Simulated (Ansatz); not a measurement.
GaN (F-43m), computed twice by G0W0.

Symmetry: F-43m, No. 216, cubic system. Conventional cell: a = 4.507 Å, b = 4.507 Å, c = 4.507 Å, α = 90.00°, β = 90.00°, γ = 90.00°. Ga has 4 N at 1.95 Å nearest. N has 4 Ga at 1.95 Å nearest. Farther neighbours and most contacts between anions are not listed.

```yaml
crystal:
  lattice:
    - [0.00000, 2.25350, 2.25350]
    - [2.25350, 0.00000, 2.25350]
    - [2.25350, 2.25350, 0.00000]
  atoms:
    - { symbol: Ga, position: [0.00000, 0.00000, 0.00000] }
    - { symbol: N, position: [0.75000, 0.75000, 0.75000] }
```

The cell and positions are those that the Materials Project relaxed with its own functionals (PBE, PBE+U or r2SCAN), kept fixed. This is not the form that GaN usually takes at ambient conditions.

The first (Ansatz 0.2.0; start PBE, 6×6×6 mesh, 68 empty bands, screening to 120 eV, PAW set soft_1 files; 1 × NVIDIA H100 80GB HBM3 (shared by 6 runs) with 3 threads of AMD EPYC 7R13 (Zen 3), shared host) gave, on its mesh: starting gap 1.72 eV, G0W0 gap 2.79 eV, RPA ε∞ (mean) 6.64, 10 s.

Q: The second changes mesh from 6×6×6 to 4×4×4. What does it give?

It gave: starting gap 1.70 eV, G0W0 gap 2.67 eV, RPA ε∞ (mean) 9.83, 8.9 s. The G0W0 gap moves by −0.12 eV, −0.02 eV from the start and −0.10 eV from the correction. Σc changes by +0.24 eV at the valence top and −0.39 eV at the conduction bottom, and Σx − Vxc between them by +0.53 eV.

Limits: not at the basis limit; no spin-orbit coupling; coarse k mesh.

[Paths, hosts, dates, memory and timing lines, banners, echoed tables and standing remarks are left out of the program output.]

[Logs are printed without paths, hosts, clocks, repeated set-up lines and the standing remarks that a program may print on its own settings, such as how far it seeks lower states.]

[Runs of the session that timed out or met a known fault of the program may be left out.]

[Cells called generated may have been cut or substituted from an entry of the Crystallography Open Database or the Materials Project.]

[Hosts, paths, dates, database ids (printed as entryN), source tags and the programs' standing remarks are cut or masked in the printed files.]
